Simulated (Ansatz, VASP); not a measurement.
## AlN: VASP beside Ansatz

```
Al N
1.0
     3.11100    0.00000    0.00000
    -1.55550    2.69421    0.00000
     0.00000    0.00000    4.97800
Al N
2 2
Cartesian
  0.0000 1.7961 -0.0260
  1.5555 0.8981 2.4630
  0.0000 1.7961 1.9665
  1.5555 0.8981 4.4555
```

Change from the starting cell: mode 7 (584.8 1/cm) frozen in, largest displacement +0.050 Å.

Alike in both runs: task single point; functional PBE; k mesh 12 × 12 × 6; occupations gaussian, width 0.05 eV; no spin polarisation.

|  | VASP | Ansatz |
| --- | --- | --- |
| version | VASP 6.6.1 | Ansatz 0.2.0 |
| potentials or method | VASP PAW PBE potentials, release 64 (Al, N) | scalar-relativistic, plane waves, PAW |
| plane-wave cutoff (eV) | 520 | 420 |
| valence electrons in the cell | 16 | 16 |

```csv
,VASP,Ansatz,Ansatz less VASP
gap on the k mesh at the Fermi level (eV),3.93,3.91,-0.011
least direct gap on the mesh (eV),3.93,3.91,-0.011
pressure (GPa),4.3,4.6,+0.25
largest component of the traceless stress (GPa),6.99,7.02,+0.030
rms of the force components (eV/Å),0.508,0.507,-0.0016
```

Atom by atom the forces differ by 0.002 eV/Å (rms over components). With one functional, cell and mesh, what is left measures potentials, basis and numerics.

A k mesh can miss the band edges.
